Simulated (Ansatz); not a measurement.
# TePt in Ansatz: the effect of target pressure

Crystal: TePt.

```
Pt Te
1.0
     3.55919    0.00000    0.00000
     0.00000    3.55919    0.00000
     0.00000    0.00000    3.55919
Pt Te
1 1
Direct
  0.00000 0.00000 0.00000
  0.50000 0.50000 0.50000
```

Measurements of this composition are mostly on another form, of space group No. 166.

Alike in all runs:

```yaml
Program: Ansatz 0.2.0
Task: relaxation of cell and atoms
Functional: r2SCAN
Potentials_or_basis: Ansatz PAW
Cutoff: "500 eV (not typed: the program's choice for these potentials)"
k_mesh: 8 × 8 × 8
Occupations: fermi-dirac, width 0.05 eV
Spin: no spin polarisation
```

Each run relaxes the cell or the atoms first.

| target pressure | relaxed volume (Å³/atom) |
| --- | --- |
| 0 GPa | 20.12 |
| 2 GPa | ? |
| 5 GPa | 19.44 |
| 10 GPa | 18.88 |
| 20 GPa | 17.99 |
| 30 GPa | 17.28 |

Problem. What does the run with target pressure 2 GPa give?

Solution. Relaxed volume 19.83 Å³/atom.

Worked out: In Murnaghan's law V^(-B') rises as a straight line in P. The other rows fit best with B' = 4.6, V0 = 20.11 Å³/atom and B0 = 137 GPa, which gives 19.83 Å³/atom at 2 GPa, against the run's 19.83.

Caveats: the plane-wave basis is chosen anew once the cell has moved, so the energies of steps on either side of that aren't comparable; the PAW data sets come from PBE, with cores solved anew for the run's functional, which leaves a small shift of forces and pressure; the volume moved by over 15 % at a fixed basis, so the end points are rough (some runs).
